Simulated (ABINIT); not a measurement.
The system is Rb.

```
Rb
1.0
    -2.80250    2.80250    2.80250
     2.80250   -2.80250    2.80250
     2.80250    2.80250   -2.80250
Rb
1
Direct
  0.00000 0.00000 0.00000
```

```yaml
Program: ABINIT 10.8.3 (patched build)
Task: single point
Functional: PBE
Potentials_or_basis: JTH PAW PBE v2.0
Cutoff: 435 eV
k_mesh: 7 × 7 × 7
Occupations: fermi-dirac, width 0.05 eV
Spin: no spin polarisation
```

On this cell: pressure 0.1 GPa; band gap on the k mesh none (metal or under the smearing width).

The same run follows on a disturbed copy (cell strained at random at fixed volume):

```
Rb
1.0
    -2.92087    2.82641    2.71242
     2.91628   -2.85910    2.74053
     2.84329    2.78152   -2.74511
Rb
1
Direct
  0.00230 0.99471 0.99463
```

Question: What does the disturbed cell give?

Answer: The energy (extrapolated to zero smearing) moves by +0.1 meV/atom; pressure 0.1 GPa; band gap on the k mesh none (metal or under the smearing width).

Stress tensor (GPa, compression positive):
```
0.12 0.07 0.01
0.07 0.10 0.03
0.01 0.03 0.08
```
